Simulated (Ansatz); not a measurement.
A 4-atom cell of GaN started from a crystallographic database (r2SCAN geometry), in Ansatz:

```
Ga N
1.0
     3.18315    0.00000    0.00000
    -1.59157    2.75669    0.00000
     0.00000    0.00000    5.18363
Ga N
2 2
Direct
  0.33333 0.66667 0.99911
  0.66667 0.33333 0.49911
  0.33333 0.66667 0.37589
  0.66667 0.33333 0.87589
```

G0W0@PBE with 171 empty bands, a screening cutoff of 140 eV and a 6×6×4 mesh (PAW, contour deformation) gives 3.080 eV over the mesh points, from a PBE gap of 1.933 eV; it sums over 189 bands with 161 plane waves in the screening and a wave cutoff of 420 eV. G0W0 here is at a finite number of bands, screening cutoff and k mesh, not at the basis limit. The values are computed, spin-unpolarised, and not measurements.

Problem. Estimate the gap with potentials of the kind norm-conserving, with them a wave cutoff of 1240 eV.

Solution. 3.136 eV (+0.056 eV), from a Kohn-Sham gap of 1.954 eV.

Problem. Estimate the gap with frequency model Godby-Needs pole.

Solution. 3.074 eV (-0.006 eV), from a Kohn-Sham gap of 1.933 eV.

Problem. Estimate the gap with empty bands 314, screening cutoff 210 eV.

Solution. 3.059 eV (-0.021 eV), from a Kohn-Sham gap of 1.933 eV.

Problem. Another run gave a Kohn-Sham gap of 2.350 eV and a G0W0 gap of 3.318 eV, summing over 189 bands with 161 plane waves in the screening and a wave cutoff of 500 eV. What was changed?

Solution. Starting point r2SCAN, with them a wave cutoff of 500 eV. The Kohn-Sham gap has moved while bands and screening basis stay; the higher wave cutoff is that of a meta-GGA.

With a shallow d shell on the cation, G0W0 converges slowly in bands and cutoff, so these values are in doubt.
